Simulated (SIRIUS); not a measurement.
W: single point with PBEsol

Crystal: W.

```
W
1.0
     0.00000    2.03000    2.03000
     2.03000    0.00000    2.03000
     2.03000    2.03000    0.00000
W
1
Direct
  0.00000 0.00000 0.00000
```

This isn't the form of W at room conditions, which is bcc.

```
Program             : SIRIUS 7.10.0
Task                : single point
Functional          : PBEsol
Potentials or basis : PseudoDojo 0.4.1 PBEsol standard (scalar relativistic)
Cutoff              : 1030 eV
Density cutoff      : 4119 eV
k mesh              : 11 × 11 × 11
Occupations         : fermi-dirac, width 0.05 eV
Spin                : no spin polarisation
```

| Item | Value |
| --- | --- |
| Pressure | -12.6 GPa |
| Band gap on the k mesh | none (metal or under the smearing width) |

Wall time 24 s on 1 thread of Arm Neoverse V1, on a shared host, peak memory 0.29 GiB.

Spin-orbit coupling is left out, which matters for the levels of W.
